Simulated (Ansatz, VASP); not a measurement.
# Pb in VASP and in Ansatz

```
Pb
1.0
    -2.00881    2.00881    2.00881
     2.00881   -2.00881    2.00881
     2.00881    2.00881   -2.00881
Pb
1
Cartesian
  0.0000 0.0000 0.0000
```

Alike in both runs: task single point; functional LDA; k mesh 13 × 13 × 13; occupations fermi-dirac, width 0.1 eV; no spin polarisation.

```csv
,VASP,Ansatz
version,VASP 6.6.1,Ansatz 0.2.0
potentials or method,"VASP PAW LDA potentials, release 64 (Pb_d)","plane waves (420 eV) with PAW, scalar-relativistic"
plane-wave cutoff (eV),520,420
valence electrons in the cell,14,14
```

```tsv
	VASP	Ansatz	Ansatz less VASP
pressure (GPa)	-4.5	-4.5	-0.01
```

Ansatz warned: «pseudo_functional_mismatch».

Spin-orbit coupling is left out, which matters for the levels of Pb.
